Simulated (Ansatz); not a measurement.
Relaxed GeO2 (rutile):

```
CELL_PARAMETERS angstrom
      4.48750     0.00000     0.00000
      0.00000     4.48750     0.00000
      0.00000     0.00000     2.90497
ATOMIC_POSITIONS crystal
  Ge 0.00000 0.00000 0.00000
  Ge 0.50000 0.50000 0.50000
  O  0.30714 0.30714 0.00000
  O  0.80714 0.19286 0.50000
  O  0.19286 0.80714 0.50000
  O  0.69286 0.69286 0.00000
```

Level of theory: PBE (plane waves to 420 eV, PAW, scalar-relativistic; Ansatz, a quantum-chemistry and plane-wave program). k mesh 6×6×9 (Γ-centred), Fermi-Dirac smearing 0.05 eV. GeO2 was relaxed with its symmetry unable to fall.

One atom of the cell was then moved (with its periodic images), all else fixed, and the forces (eV/Å) came out as:

```json
[
 {"atom": "Ge1", "Fx": "-0.605", "Fy": "-0.605", "Fz": "0.053"},
 {"atom": "Ge2", "Fx": "1.594", "Fy": "1.594", "Fz": "1.657"},
 {"atom": "O3", "Fx": "-0.722", "Fy": "-0.722", "Fz": "-1.109"},
 {"atom": "O4", "Fx": "0.024", "Fy": "0.056", "Fz": "-0.064"},
 {"atom": "O5", "Fx": "0.056", "Fy": "0.024", "Fz": "-0.064"},
 {"atom": "O6", "Fx": "-0.347", "Fy": "-0.347", "Fz": "-0.473"}
]
```

Question: Which atom was moved, and by which vector (Å)?

Answer: Ge2, by (-0.05, -0.05, -0.09), 0.11 Å in all.

(For displaced atoms, the force is minus the slope of the energy, and its curvature is a force constant, which sets phonon frequencies.)
